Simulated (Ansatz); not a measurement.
PtS2 in Ansatz: the effect of functional

PtS2:

```
CELL_PARAMETERS angstrom
3.51942 0.00000 0.00000
-1.75971 3.04791 0.00000
0.00000 0.00000 5.00498
ATOMIC_POSITIONS crystal
Pt 0.00000 0.00000 0.00000
S 0.66667 0.33333 0.77300
S 0.33333 0.66667 0.22700
```

The cell isn't the ideal one: volume scaled by 0.98.

Alike in all runs:

```yaml
Program: Ansatz 0.2.0
Task: single point
Potentials_or_basis: Ansatz PAW
k_mesh: 9 × 9 × 5
Occupations: fermi-dirac, width 0.05 eV
Spin: no spin polarisation
```

```csv
functional,cutoff,gap on the mesh (eV),pressure (GPa),largest force (eV/Å)
PBEsol,420 eV (not typed: the program's choice for these potentials),0.97,10.0,1.27
r2SCAN,500 eV (not typed: the program's choice for these potentials),1.21,13.1,1.54
LDA,420 eV (not typed: the program's choice for these potentials),?,?,?
PBE,420 eV (not typed: the program's choice for these potentials),1.04,15.3,1.58
```

Q: What does the run with functional LDA give?

A: gap on the mesh 0.92 eV; pressure 7.1 GPa; largest force 1.12 eV/Å.

Caveats: odd divisions of the mesh miss points on the zone boundary, where band edges often lie, so the gap on the mesh can be too wide; spin-orbit coupling is left out, which moves the levels of the heavy elements; forces of over 1 eV/Å show positions far from the minimum, so gaps and moduli don't describe the material at rest; the PAW data sets come from PBE, with cores solved anew for the run's functional, which leaves a small shift of forces and pressure (some runs).

A k mesh can miss the band edges.
